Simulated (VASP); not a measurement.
InP, 2 atoms in the cell. Symmetry: F-43m, No. 216, cubic system. The conventional cell has a = 5.861 Å, b = 5.861 Å, c = 5.861 Å, α = 90.00°, β = 90.00°, γ = 90.00°. In (site symmetry -43m) has 4 P at 2.54 Å as nearest neighbours. P (site symmetry -43m) is surrounded by 4 In at 2.54 Å. 

- Program: VASP 6.6.1
- Task: relaxation of cell and atoms
- Functional: PBE
- Potentials or basis: VASP PAW PBE potentials, release 64 (In_d, P)
- Cutoff: 600 eV
- k mesh: 8 × 8 × 8
- Occupations: fermi-dirac, width 0.05 eV
- Spin: no spin polarisation
- Further INCAR settings: ALGO = Normal; EDIFF = 1e-06; IBRION = 2; EDIFFG = -0.02; NSW = 40; ISIF = 3

Potentials or basis: VASP PAW PBE potentials, release 64 (In_d, P).

The run is started by

```console
$ cat potpaw_PBE.64/In_d/POTCAR potpaw_PBE.64/P/POTCAR > POTCAR
$ mpirun -np 1 vasp_std > vasp.out
```

Hardware: 1 thread of Intel(R) Xeon(R) 6975P-C (Granite Rapids), with other jobs on the host.

Estimate the wall time of this run.

Wall time 26 s on 1 thread of Intel(R) Xeon(R) 6975P-C (Granite Rapids) (shared host), peak memory 0.22 GiB. Counts: scf iterations 31, k points 29, ion steps 3.
